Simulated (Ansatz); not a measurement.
Ir:

```
Ir
1.0
     0.00000    1.91560    1.91560
     1.91560    0.00000    1.91560
     1.91560    1.91560    0.00000
Ir
1
Direct
  0.00000 0.00000 0.00000
```

Base run:

```yaml
Program: Ansatz 0.2.0
Functional: LDA
Potentials_or_basis: all-electron LAPW, scalar-relativistic
Cutoff: 284 eV (chosen from the basis error)
Basis_error_allowed: 0.001 eV/atom
k_mesh: 12 × 12 × 12
Occupations: fermi-dirac, width 0.05 eV
Spin: no spin polarisation
```

Its results: pressure -6.6 GPa.

The run is repeated on the same cell with these changes: functional from LDA to PBE. What comes out?

Pressure 11.1 GPa.

PBE binds less tightly than LDA, so the same cell stands under more pressure.
